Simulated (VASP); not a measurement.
## Si in VASP 6.6.1, single-point calculation

INCAR

```
GGA = PE
EDIFF = 1E-7
PREC = Accurate
LREAL = .FALSE.
NELM = 120
IBRION = -1
ISMEAR = -5
LASPH = .TRUE.
SIGMA = 0.01
NSW = 0
NBANDS = 11
ENCUT = 520
ISIF = 2
LWAVE = .FALSE.
LCHARG = .FALSE.
```

KPOINTS

```
KPOINTS created by Atomic Simulation Environment
0
Gamma
8 8 8
0 0 0
```

POSCAR

```
Si
 1.0000000000000000
     0.0000000000000000    2.8037824625000001    2.6618909388000001
     2.8037824625000001    0.0000000000000000    2.6618909388000001
     2.8037824625000001    2.8037824625000001    0.0000000000000000
 Si
   2
Cartesian
  0.0000000000000000  0.0000000000000000  0.0000000000000000
  1.4018912312500000  1.4018912312500000  1.3309454694000002
```

The recommended PBE PAW datasets give the neutral cell 8 valence electrons.

Command

```
mpirun -np 1 vasp_std
```

Task: Predict the outcome of this run.

Result: It converged. Results: gap between bands v and c on the k mesh 0.15 eV; least direct gap on the k mesh 2.20 eV; pressure -2.0 GPa. Band v is the last that the valence electrons fill when counted band by band, and c is the next.

OSZICAR

```
N       E                     dE             d eps       ncg     rms          rms(c)
DAV:   1     0.671880654963E+01    0.67188E+01   -0.31324E+03  1298   0.557E+02
DAV:   2    -0.104050071808E+02   -0.17124E+02   -0.16488E+02  1658   0.836E+01
DAV:   3    -0.109699287636E+02   -0.56492E+00   -0.56359E+00  1637   0.129E+01
DAV:   4    -0.109744331504E+02   -0.45044E-02   -0.45038E-02  1597   0.145E+00
DAV:   5    -0.109744786684E+02   -0.45518E-04   -0.45518E-04  1610   0.137E-01    0.460E+00
DAV:   6    -0.108676794247E+02    0.10680E+00   -0.58477E-02  1477   0.995E-01    0.279E+00
DAV:   7    -0.108172026570E+02    0.50477E-01   -0.11709E-01  1483   0.152E+00    0.152E-01
DAV:   8    -0.108184884299E+02   -0.12858E-02   -0.54333E-03  1475   0.394E-01    0.777E-02
DAV:   9    -0.108187071112E+02   -0.21868E-03   -0.21777E-04  1603   0.884E-02    0.559E-02
DAV:  10    -0.108187295837E+02   -0.22473E-04   -0.19069E-05  1536   0.254E-02    0.443E-03
DAV:  11    -0.108187304630E+02   -0.87924E-06   -0.20574E-06  1594   0.742E-03    0.296E-03
DAV:  12    -0.108187306054E+02   -0.14241E-06   -0.42913E-07  1473   0.407E-03    0.165E-03
DAV:  13    -0.108187306495E+02   -0.44075E-07   -0.37537E-09   961   0.426E-04
   1 F= -.10818731E+02 E0= -.10818731E+02  d E =0.000000E+00
```

Standard output (part)

```
POSCAR found type information on POSCAR Si
 POSCAR found :  1 types and       2 ions
 LDA part: xc-table for (Slater+PW92), standard interpolation
 POSCAR, INCAR and KPOINTS ok, starting setup
 WAVECAR not read
 entering main loop
```

For comparison, a separate PBE run of the intended cell, on usual settings and not on those above, gives a gap of 0.15 eV on its mesh and a pressure of -2.0 GPa.
